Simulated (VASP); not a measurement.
Wanted: the native input for a VASP 6.6.1 run.

- Task: relaxation of the atoms
- Functional: PBE
- Dispersion: D3(BJ)
- Potentials or basis: VASP PAW PBE potentials, release 64 (Pt)
- Cutoff: 400 eV
- k mesh: 4 × 4 × 1
- Occupations: methfessel-paxton, width 0.1 eV
- Spin: no spin polarisation
- Atoms held fixed (from 0): [0, 1, 2, 3, 4, 5, 6, 7, 8, 9, 10, 11, 12, 13, 14, 15, 16, 17]
- Further INCAR settings: LREAL = Auto; ALGO = Fast; EDIFF = 1e-07; ISYM = 0; IBRION = 2; EDIFFG = -0.03; NSW = 120

The structure of Pt lies in POSCAR:

```
Pt
1.0
    8.3155757468      0.0000000000      0.0000000000
    4.1577878734      7.2014998438      0.0000000000
    0.0000000000      0.0000000000     21.0264261104
Pt
27
Selective dynamics
Direct
    0.1111111111      0.1111111111      0.1188979994  F F F
    0.4444444444      0.1111111111      0.1188979994  F F F
    0.7777777778      0.1111111111      0.1188979994  F F F
    0.1111111111      0.4444444444      0.1188979994  F F F
    0.4444444444      0.4444444444      0.1188979994  F F F
    0.7777777778      0.4444444444      0.1188979994  F F F
    0.1111111111      0.7777777778      0.1188979994  F F F
    0.4444444444      0.7777777778      0.1188979994  F F F
    0.7777777778      0.7777777778      0.1188979994  F F F
    0.8888888889      0.2222222222      0.2265346013  F F F
    0.2222222222      0.2222222222      0.2265346013  F F F
    0.5555555556      0.2222222222      0.2265346013  F F F
    0.8888888889      0.5555555556      0.2265346013  F F F
    0.2222222222      0.5555555556      0.2265346013  F F F
    0.5555555556      0.5555555556      0.2265346013  F F F
    0.8888888889      0.8888888889      0.2265346013  F F F
    0.2222222222      0.8888888889      0.2265346013  F F F
    0.5555555556      0.8888888889      0.2265346013  F F F
    0.0000000000      0.0000000000      0.3341712031  T T T
    0.3333333333      0.0000000000      0.3341712031  T T T
    0.6666666667      0.0000000000      0.3341712031  T T T
    0.0000000000      0.3333333333      0.3341712031  T T T
    0.3333333333      0.3333333333      0.3341712031  T T T
    0.6666666667      0.3333333333      0.3341712031  T T T
    0.0000000000      0.6666666667      0.3341712031  T T T
    0.3333333333      0.6666666667      0.3341712031  T T T
    0.6666666667      0.6666666667      0.3341712031  T T T
```

The cell was built by a generator and needn't be a form met in nature.

The input as run:

INCAR

```
PREC     = Accurate       # precision mode
ENCUT    = 400            # plane-wave cutoff, eV
EDIFF    = 1E-7           # SCF threshold, eV
ISMEAR   = 1              # smearing method
SIGMA    = 0.1            # smearing width, eV
LREAL    = Auto         
LASPH    = T              # aspherical terms in the spheres
NELM     = 60             # most SCF steps
ALGO     = Fast           # electronic algorithm
ISIF     = 2              # what is computed and relaxed
LWAVE    = F              # write WAVECAR
LCHARG   = F              # write CHGCAR
GGA      = PE             # functional
IVDW     = 12             # dispersion correction
IBRION   = 2              # ionic algorithm
NSW      = 120            # ionic steps
EDIFFG   = -0.03          # ionic threshold
ISYM     = 0
```

KPOINTS

```
Automatic mesh
0
Gamma
  4 4 1
```

Potentials or basis: VASP PAW PBE potentials, release 64 (Pt).

The run is started by

```sh
$ cat potpaw_PBE.64/Pt/POTCAR > POTCAR
$ mpirun -np 4 vasp_std > vasp.out
```

It gave:

```json
{
 "Energy gained by relaxing": "2.8 meV/atom",
 "Ionic steps": "5",
 "Band gap on the k mesh": "none (metal or under the smearing width)",
 "Dispersion energy per atom": "-0.514 eV"
}
```

Run time: 46 min on 4 MPI ranks on Intel(R) Xeon(R) 6975P-C (Granite Rapids) (shared host), peak memory 0.5 GiB a rank.
